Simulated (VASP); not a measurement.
HfB2:

```xyz
3
Lattice="3.1400 0.0000 0.0000 -1.5700 2.7193 0.0000 0.0000 0.0000 3.4800" Properties=species:S:1:pos:R:3 pbc="T T T"
Hf    0.0000    0.0000    0.0000
B     1.5700    0.9064    1.7400
B     0.0000    1.8129    1.7400
```

Base run:

```yaml
Program: VASP 6.6.1
Functional: LDA
Potentials_or_basis: VASP PAW LDA potentials, release 64 (Hf_pv, B)
Cutoff: 520 eV
k_mesh: 10 × 10 × 8
Occupations: fermi-dirac, width 0.05 eV
Spin: no spin polarisation
```

Its results: band gap on the k mesh none (metal or under the smearing width); pressure -9.7 GPa.

**Question.** The run is repeated on the same cell with these changes: hubbard terms from none to Hf d U = 3 eV. What comes out?

**Answer.** Band gap on the k mesh none (metal or under the smearing width); pressure -1.2 GPa.

Caveats: U without spin polarisation on a metal has little footing (some runs); the U is typed as a test and isn't derived for this compound (some runs).

Not every run made on this cell is shown here.
